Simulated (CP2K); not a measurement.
The system is TiAl3.

```
Ti Al
1.0
     5.06249    0.00000    0.00000
     2.17669    4.57065    0.00000
    -3.61959   -2.28532    2.70271
Ti Al
1 3
Direct
  0.00000 0.00000 0.00000
  0.25000 0.75000 0.50000
  0.75000 0.25000 0.50000
  0.50000 0.50000 0.00000
```

The cell comes from a database or a generator and needn't be the stable form of this composition.

Base run:

```yaml
Program: CP2K 2026.2
Functional: PW91
Potentials_or_basis: POTENTIAL_UZH Ti GTH-PBE-q12, Al GTH-PBE-q3; TZVP-MOLOPT-PBE-GTH basis
Density_cutoff: 9184 eV
k_mesh: 10 × 10 × 10
Occupations: fermi-dirac, width 0.05 eV
Spin: no spin polarisation
```

Its results: band gap on the k mesh none (metal or under the smearing width); pressure 2.0 GPa.

Question: After a change of settings the same cell gave: band gap on the k mesh none (metal or under the smearing width); pressure -0.1 GPa. Which change was it?
A. functional from PW91 to PBEsol
B. functional from PW91 to LDA
C. functional from PW91 to WC
D. functional from PW91 to SCAN

Answer: B.

LDA binds more tightly than PW91, so the same cell stands under less pressure.

Caveats: the potentials were made for another functional, which shifts forces and pressure; the basis of atomic orbitals isn't converged, which shifts pressures, moduli and gaps.

Runs at the PBE level aren't shown here.
